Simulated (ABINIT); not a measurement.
# Hf (P6_3/mmc) in ABINIT: further runs

Aim: see how the results for Hf move with the level of theory and the settings. Levels: BP86, LDA, rPW86PBE. Tasks: band structure, equation of state.

Everything below comes from runs of ABINIT 10.8.3 (patched build). Logs are shortened: lines on timing, memory, paths and dates and some standing lists are left out, and cuts for length are marked. The log counts tension as positive stress, the text compression.

## 1. The crystal as given

Symmetry: P6_3/mmc, No. 194, hexagonal system. Conventional cell: a = 3.197 Å, b = 3.197 Å, c = 5.058 Å, α = 90.00°, β = 90.00°, γ = 120.00°. Hf (site symmetry -6m2) has 12 Hf at 3.13 to 3.20 Å as nearest neighbours.

## 2. Band structure, BP86

run.abi

```
# Datasets: ground state, then fixed potential
ndtset 2

# Pseudopotentials
pp_dirpath "./"
pseudos "Hf.GGA_PBE-JTH.xml"

# Structure
acell 3.1967 3.1967 5.0578 Angstrom
rprim
     1.0000000000     0.0000000000     0.0000000000
    -0.5000000000     0.8660254038     0.0000000000
     0.0000000000     0.0000000000     1.0000000000
ntypat 1
znucl 72
natom 2
typat 1 1
xcart
     3.0204437516     1.7438540127     7.1683925948
    -0.0000000003     3.4877080260     2.3894641983

# Plane-wave basis
ecut 17.0
pawecutdg 34.0

# Exchange and correlation
ixc -106132

# Bands and occupations
occopt 3
tsmear 0.05 eV

# SCF cycle
nstep 100

# Output
iomode 3
prtwf 0
prteig 0
prtebands 0
prtden1 1

# Dataset 1
kptopt1 1
ngkpt1 10 10 5
nshiftk1 1
shiftk1 0.0 0.0 0.0
nband1 16
tolvrs1 1.0e-9

# Dataset 2: bands along G-M-K-G-A-L-H-A
iscf2 -2
getden2 1
nband2 20
nbdbuf2 2
tolwfr2 1.0e-12
kptopt2 -7
ndivsm2 5
prteig2 1
kptbounds2
     0.0000000000     0.0000000000     0.0000000000
     0.5000000000     0.0000000000     0.0000000000
     0.3333333333     0.3333333333     0.0000000000
     0.0000000000     0.0000000000     0.0000000000
     0.0000000000     0.0000000000     0.5000000000
     0.5000000000     0.0000000000     0.5000000000
     0.3333333333     0.3333333333     0.5000000000
     0.0000000000     0.0000000000     0.5000000000
```

Potentials or basis: JTH PAW PBE v2.0.

The run is started by

```sh
abinit run.abi > log 2>&1
```

run.abo:

```text
.Version 10.8.3 of ABINIT
 DATASET    1 : space group P6_3/m m c (#194); Bravais hP (primitive hexag.)
================================================================================
 Values of the parameters that define the memory need for DATASET  1.
     intxc =       0    ionmov =       0      iscf =      17    lmnmax =      18
     lnmax =       6     mgfft =      36  mpssoang =       3    mqgrid =    3001
     natom =       2  nloc_mem =       2    nspden =       1   nspinor =       1
    nsppol =       1      nsym =      24    n1xccc =       1    ntypat =       1
    occopt =       3   xclevel =       2
       mpw =        1032          nfft =       20736          nkpt =          42
 PAW method is used; the additional fine FFT grid is defined by:
   mgfftf=        54    nfftf =     55296
================================================================================
================================================================================

 DATASET    2 : space group P6_3/m m c (#194); Bravais hP (primitive hexag.)
================================================================================
 Values of the parameters that define the memory need for DATASET  2.
     intxc =       0    ionmov =       0      iscf =      -2    lmnmax =      18
     lnmax =       6     mgfft =      36  mpssoang =       3    mqgrid =    3001
     natom =       2  nloc_mem =       2    nspden =       1   nspinor =       1
    nsppol =       1      nsym =      24    n1xccc =       1    ntypat =       1
    occopt =       3   xclevel =       2
       mpw =        1033          nfft =       20736          nkpt =          56
 PAW method is used; the additional fine FFT grid is defined by:
   mgfftf=        54    nfftf =     55296
================================================================================
================================================================================

--------------------------------------------------------------------------------
------------- Echo of variables that govern the present computation ------------
--------------------------------------------------------------------------------
 -outvars: echo values of preprocessed input variables --------
            acell      6.0408875067E+00  6.0408875067E+00  9.5578567996E+00 Bohr
              amu      1.78490000E+02
             ecut      1.70000000E+01 Hartree
           getden1          0
           getden2          1
             iscf1         17
             iscf2         -2
                       outvar_i_n : Printing only first  50 k-points.
              ixc     -106132
           jdtset        1    2
                       outvar_i_n : Printing only first  50 k-points.
           kptopt1          1
           kptopt2         -7
         kptrlatt       10    0    0      0   10    0      0    0    5
          kptrlen1     4.77892840E+01
          kptrlen2     3.00000000E+01
            natom           2
            nband1         16
            nband2         20
           nbdbuf1          0
           nbdbuf2          2
           ndtset           2
           ndivsm1          0
           ndivsm2          5
            ngfft          24      24      36
          ngfftdg          32      32      54
             nkpt1         42
             nkpt2         56
            nstep         100
             nsym          24
           ntypat           1
           occopt           3
        pawecutdg      3.40000000E+01 Hartree
         pawxcdev           0
        prtebands           0
           prteig1          0
           prteig2          1
            prtwf           0
            rprim      1.0000000000E+00  0.0000000000E+00  0.0000000000E+00
                      -5.0000000000E-01  8.6602540380E-01  0.0000000000E+00
                       0.0000000000E+00  0.0000000000E+00  1.0000000000E+00
           shiftk1     0.00000000E+00  0.00000000E+00  0.00000000E+00
           shiftk2     5.00000000E-01  5.00000000E-01  5.00000000E-01
          spgroup         194
           tolvrs1     1.00000000E-09
           tolvrs2     0.00000000E+00
[... 235 lines left out ...]
         ecut(hartree)=     34.000   => boxcut(ratio)=   2.01811
--------------------------------------------------------------------------------

================================================================================
 Non-SCF case, kpt    1 (  0.00000  0.00000  0.00000), residuals and eigenvalues=
  6.44E-13  2.97E-13  6.22E-13  3.83E-13  1.89E-13  3.30E-13  6.13E-13  7.04E-13
  3.67E-13  4.16E-13  2.68E-13  8.02E-13  7.04E-13  2.30E-13  6.14E-13  5.29E-13
  1.64E-13  8.98E-13  5.01E-11  4.24E-09
 -2.3403E+00 -2.3377E+00 -1.2053E+00 -1.1779E+00 -1.1779E+00 -1.1734E+00
 -1.1732E+00 -1.1732E+00 -3.3223E-01 -1.9867E-01 -3.6358E-02 -2.0327E-02
 -2.0327E-02 -1.0223E-02  9.5801E-03  9.5801E-03  3.2796E-02  3.2796E-02
  1.3165E-01  1.3165E-01
 Non-SCF case, kpt    2 (  0.05556  0.00000  0.00000), residuals and eigenvalues=
  4.90E-13  6.77E-13  2.51E-13  3.33E-13  9.71E-14  8.53E-13  1.56E-13  2.00E-13
  7.01E-13  8.70E-13  3.33E-13  2.83E-13  3.15E-13  8.70E-13  7.20E-13  5.86E-13
[... 423 lines left out ...]
  2.08E-13  3.34E-13  3.77E-13  4.56E-13  7.48E-14  6.71E-13  3.19E-13  6.50E-13
  5.35E-13  3.42E-13  4.10E-13  6.06E-13
 -2.3390E+00 -2.3390E+00 -1.1900E+00 -1.1900E+00 -1.1760E+00 -1.1760E+00
 -1.1757E+00 -1.1757E+00 -2.5697E-01 -2.5697E-01 -5.9947E-02 -5.9947E-02
 -2.5471E-02 -2.5471E-02 -2.2172E-02 -2.2172E-02  1.1089E-01  1.1089E-01
  1.1184E-01  1.1184E-01
 Non-SCF case, kpt   56 (  0.00000  0.00000  0.50000), residuals and eigenvalues=
  3.42E-13  9.20E-13  3.83E-13  4.53E-13  4.63E-13  6.55E-13  2.13E-13  4.63E-13
  1.14E-13  6.39E-13  7.60E-14  6.98E-13  3.71E-13  3.20E-13  8.84E-14  6.14E-13
  6.77E-13  9.58E-13  1.47E-12  7.03E-11
 -2.3390E+00 -2.3390E+00 -1.1899E+00 -1.1899E+00 -1.1756E+00 -1.1756E+00
 -1.1756E+00 -1.1756E+00 -2.5971E-01 -2.5971E-01 -5.7408E-02 -5.7408E-02
 -2.4407E-02 -2.4407E-02 -2.4407E-02 -2.4407E-02  1.1168E-01  1.1168E-01
  1.1168E-01  1.1168E-01

--- !ResultsGS
iteration_state: {dtset: 2, }
comment   : Summary of ground state results
lattice_vectors:
- [  6.0408875,   0.0000000,   0.0000000, ]
- [ -3.0204438,   5.2315620,   0.0000000, ]
- [  0.0000000,   0.0000000,   9.5578568, ]
lattice_lengths: [   6.04089,    6.04089,    9.55786, ]
lattice_angles: [ 90.000,  90.000, 120.000, ] # degrees, (23, 13, 12)
lattice_volume:   3.0205960E+02
convergence: {deltae:  0.000E+00, res2:  0.000E+00, residm:  9.994E-13, diffor:  0.000E+00, }
etotal    :  -1.00214120E+02
entropy   :   0.00000000E+00
fermie    :  -6.30787804E-02
cartesian_stress_tensor: null
pressure_GPa: null
xred      :
- [  6.6667E-01,   3.3333E-01,   7.5000E-01, Hf]
- [  3.3333E-01,   6.6667E-01,   2.5000E-01, Hf]
cartesian_forces: null
force_length_stats: {min: null, max: null, mean: null, }
...

 Integrated electronic density in atomic spheres:
 ------------------------------------------------
 Atom  Sphere_radius  Integrated_density
    1        2.41119          9.50262346
    2        2.41119          9.50262346

================================================================================

 ----iterations are completed or convergence reached----

 Mean square residual over all n,k,spin=   49.469E-14; max=  99.938E-14
 reduced coordinates (array xred) for    2 atoms
       0.666666666326      0.333333332990      0.749999999659
       0.333333332992      0.666666666323      0.249999999659

 cartesian coordinates (angstrom) at end:
    1      1.59834999945899     0.92280780182566     3.79334999827584
    2     -0.00000000054101     1.84561560460148     1.26444999827584
 length scales=  6.040887506689  6.040887506689  9.557856799616 bohr
              =  3.196700000000  3.196700000000  5.057800000000 angstroms
 Eigenvalues (hartree) for nkpt=  56  k points:
 kpt#   1, nband= 20, wtk=  1.00000, kpt=  0.0000  0.0000  0.0000 (reduced coord)
  -2.34030   -2.33769   -1.20526   -1.17791   -1.17791   -1.17343   -1.17323   -1.17323
  -0.33223   -0.19867   -0.03636   -0.02033   -0.02033   -0.01022    0.00958    0.00958
   0.03280    0.03280    0.13165    0.13165
 kpt#   2, nband= 20, wtk=  1.00000, kpt=  0.0556  0.0000  0.0000 (reduced coord)
  -2.34024   -2.33767   -1.20497   -1.17855   -1.17813   -1.17390   -1.17356   -1.17331
  -0.32878   -0.19525   -0.04119   -0.03061   -0.01709   -0.00206    0.00587    0.01265
   0.02804    0.02945    0.13435    0.14107
 kpt#   3, nband= 20, wtk=  1.00000, kpt=  0.1111  0.0000  0.0000 (reduced coord)
  -2.34008   -2.33761   -1.20411   -1.18037   -1.17874   -1.17580   -1.17397   -1.17356
  -0.31867   -0.18543   -0.05422   -0.04674   -0.00745   -0.00492    0.01036    0.01782
   0.02080    0.02177    0.14111    0.16426
 kpt#   4, nband= 20, wtk=  1.00000, kpt=  0.1667  0.0000  0.0000 (reduced coord)
  -2.33982   -2.33752   -1.20272   -1.18316   -1.17964   -1.17864   -1.17465   -1.17397
  -0.30256   -0.17084   -0.07195   -0.06357   -0.01802    0.00672    0.00834    0.00953
   0.02412    0.03658    0.14928    0.19408
 kpt#   5, nband= 20, wtk=  1.00000, kpt=  0.2222  0.0000  0.0000 (reduced coord)
[... 193 lines left out ...]
  -0.23684   -0.23684   -0.07481   -0.07481   -0.03485   -0.03485   -0.00549   -0.00549
   0.10478    0.10478    0.11707    0.11707
 kpt#  54, nband= 20, wtk=  1.00000, kpt=  0.0606  0.0606  0.5000 (reduced coord)
  -2.33886   -2.33886   -1.19032   -1.19032   -1.17703   -1.17703   -1.17612   -1.17612
  -0.24905   -0.24905   -0.06650   -0.06650   -0.02895   -0.02895   -0.01563   -0.01563
   0.10846    0.10846    0.11318    0.11318
 kpt#  55, nband= 20, wtk=  1.00000, kpt=  0.0303  0.0303  0.5000 (reduced coord)
  -2.33896   -2.33896   -1.18999   -1.18999   -1.17598   -1.17598   -1.17572   -1.17572
  -0.25697   -0.25697   -0.05995   -0.05995   -0.02547   -0.02547   -0.02217   -0.02217
   0.11089    0.11089    0.11184    0.11184
 kpt#  56, nband= 20, wtk=  1.00000, kpt=  0.0000  0.0000  0.5000 (reduced coord)
  -2.33900   -2.33900   -1.18990   -1.18990   -1.17559   -1.17559   -1.17559   -1.17559
  -0.25971   -0.25971   -0.05741   -0.05741   -0.02441   -0.02441   -0.02441   -0.02441
   0.11168    0.11168    0.11168    0.11168

== END DATASET(S) ==============================================================
================================================================================

 -outvars: echo values of variables after computation  --------
            acell      6.0408875067E+00  6.0408875067E+00  9.5578567996E+00 Bohr
           etotal1    -1.0021412012E+02
            fcart1    -1.7829467741E-28 -5.1469239997E-28 -0.0000000000E+00
                       1.7829467741E-28  5.1469239997E-28 -0.0000000000E+00
            rprim      1.0000000000E+00  0.0000000000E+00  0.0000000000E+00
                      -5.0000000000E-01  8.6602540380E-01  0.0000000000E+00
                       0.0000000000E+00  0.0000000000E+00  1.0000000000E+00
           strten1     1.2301654818E-05  1.2301653062E-05  2.5568427632E-05
                       0.0000000000E+00  0.0000000000E+00  0.0000000000E+00
           xangst      1.5983499995E+00  9.2280780183E-01  3.7933499983E+00
                      -5.4100536602E-10  1.8456156046E+00  1.2644499983E+00
             xred      6.6666666633E-01  3.3333333299E-01  7.4999999966E-01
                       3.3333333299E-01  6.6666666632E-01  2.4999999966E-01
 Calculation completed.
```

Run time: 42 s. Hardware: 1 thread of Arm Neoverse V1, shared host; peak memory 0.12 GiB.

What came out:

* Free energy: -2726.9651 eV
* Band gap on the k mesh: none (metal or under the smearing width)
* Valence electrons inside the program's atomic spheres: Hf 9.50 (radii [1.2759] Å)

Levels at the corners of the path, in eV from the Fermi level:
```tsv
point	band 8	band 9	band 10	band 11	band 12	band 13	band 14	band 15	band 16	band 17
Γ	-30.21	-7.32	-3.69	0.73	1.16	1.16	1.44	1.98	1.98	2.61
M	-30.30	-3.33	-2.72	-2.20	-0.75	0.78	0.88	1.69	5.84	6.35
K	-30.52	-2.11	-1.77	-1.77	-1.38	0.38	0.38	2.06	5.17	5.17
Γ	-30.21	-7.32	-3.69	0.73	1.16	1.16	1.44	1.98	1.98	2.61
A	-30.27	-5.35	-5.35	0.15	0.15	1.05	1.05	1.05	1.05	4.76
L	-30.41	-3.38	-3.38	-0.98	-0.98	1.24	1.24	2.63	2.63	6.07
H	-30.35	-1.76	-1.76	-1.42	-1.42	-0.17	-0.17	2.51	2.51	5.03
A	-30.27	-5.35	-5.35	0.15	0.15	1.05	1.05	1.05	1.05	4.76
```

Caveat: the cutoff is too short for stress, so the log's stress isn't used; the PAW data sets were made with another functional, which shifts forces and pressure a little; spin-orbit coupling is left out, which moves the levels of the heavy elements.

## 3. Band structure, LDA

run.abi

```
# Datasets: ground state, then fixed potential
ndtset 2

# Pseudopotentials
pp_dirpath "./"
pseudos "Hf.upf"

# Structure
acell 3*1.0
rprim
     6.0408875026     0.0000000000     0.0000000000
    -3.0204437513     5.2315620387     0.0000000000
     0.0000000000     0.0000000000     9.5578567931
ntypat 1
znucl 72
natom 2
typat 1 1
xred
     0.6666666667     0.3333333333     0.7500000000
     0.3333333333     0.6666666667     0.2500000000

# Plane-wave basis
ecut 789.130201 eV

# Exchange and correlation
ixc 7

# Bands and occupations
occopt 3
tsmear 0.00183747

# SCF cycle
nstep 100

# Output
iomode 3
prtwf 0
prteig 0
prtebands 0
enunit 1
prtden1 1
prtvha1 1
prtvclmb1 1
prtpot1 1
prtelf1 1

# Dataset 1
kptopt1 1
ngkpt1 10 10 5
nshiftk1 1
shiftk1 0.0 0.0 0.0
nband1 16
tolvrs1 1.0e-10

# Dataset 2: bands along G-M-K-G-A-L-H-A
iscf2 -2
getden2 1
nband2 20
nbdbuf2 2
tolwfr2 1.0e-12
kptopt2 -7
ndivsm2 8
prteig2 1
kptbounds2
     0.0000000000     0.0000000000     0.0000000000
     0.5000000000     0.0000000000     0.0000000000
     0.3333333333     0.3333333333     0.0000000000
     0.0000000000     0.0000000000     0.0000000000
     0.0000000000     0.0000000000     0.5000000000
     0.5000000000     0.0000000000     0.5000000000
     0.3333333333     0.3333333333     0.5000000000
     0.0000000000     0.0000000000     0.5000000000
```

Potentials or basis: PseudoDojo NC SR LDA v0.4.1 standard.

The run is started by

```sh
abinit run.abi > log 2>&1
```

Wall time 1.8 min (1 thread of Arm Neoverse V1, shared host); peak memory 0.12 GiB.

Results (log left out):

| Property | Result |
| --- | --- |
| Free energy | -3071.9124 eV |
| Pressure | -8.9 GPa |
| Band gap on the k mesh | none (metal or under the smearing width) |
| Valence electrons inside the program's atomic spheres | Hf 8.41 (radii [1.0584] Å) |

Stress tensor (GPa, compression positive):
```
-8.68  0.00  0.00
 0.00 -8.68  0.00
 0.00  0.00 -9.28
```

Levels at the corners of the path, in eV from the Fermi level:
```csv
point,band 8,band 9,band 10,band 11,band 12,band 13,band 14,band 15,band 16,band 17
Γ,-30.13,-7.34,-3.70,0.77,1.14,1.14,1.42,1.95,1.95,2.58
M,-30.22,-3.34,-2.73,-2.20,-0.72,0.74,0.88,1.66,5.83,6.34
K,-30.45,-2.12,-1.76,-1.76,-1.37,0.36,0.36,2.03,5.16,5.16
Γ,-30.13,-7.34,-3.70,0.77,1.14,1.14,1.42,1.95,1.95,2.58
A,-30.19,-5.36,-5.36,0.16,0.16,1.03,1.03,1.03,1.03,4.73
L,-30.33,-3.39,-3.39,-0.98,-0.98,1.26,1.26,2.61,2.61,6.07
H,-30.27,-1.78,-1.78,-1.41,-1.41,-0.14,-0.14,2.48,2.48,5.02
A,-30.19,-5.36,-5.36,0.16,0.16,1.03,1.03,1.03,1.03,4.73
```

Caveat: spin-orbit coupling is left out, which moves the levels of the heavy elements.

(Part 1 of 2 ends here.)
